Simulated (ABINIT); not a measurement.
Runs of ABINIT 10.8.3 (patched build) on Ir. The structure is cubic, space group Fm-3m (No. 225). The conventional cell has a = 3.831 Å, b = 3.831 Å, c = 3.831 Å, α = 90.00°, β = 90.00°, γ = 90.00°. Around Ir (site symmetry m-3m) lie 12 Ir at 2.71 Å. 

```csv
task,cell,k mesh,cutoff (eV),smearing,cell freedom (optcell),optimiser (ionmov),cutoff smearing ecutsm (Ha),force stop (Ha/bohr),stop of the response cycle (tolvrs),gap on the mesh (eV),pressure (GPa)
single point,cell relaxed,9 × 9 × 9,816,fermi-dirac 0.05 eV,-,-,-,-,-,none,(a)
relaxation of cell and atoms,relaxed,9 × 9 × 9,816,fermi-dirac 0.05 eV,2,2,0.5,2e-05,-,none,0.0
elastic constants,cell relaxed at zero pressure by an earlier run,20 × 20 × 20,816,fermi-dirac 0.1 eV,-,-,0.5,-,1e-09,none,0.7
single point,as given,9 × 9 × 9,707,fermi-dirac 0.05 eV,-,-,-,-,-,none,-
```

Alike in all rows: level LDA; potentials or basis PseudoDojo NC SR LDA v0.4.1 standard; no spin polarisation.

Fill in the values left out.

(a) -0.5.

Caveats: the mesh is coarse for a metal's response (some runs).

A k mesh can miss the band edges, and the runs leave out spin-orbit coupling on Ir.

A gap of «none» marks a metal or a gap under the smearing width.

Runs at the PBE level aren't shown here.
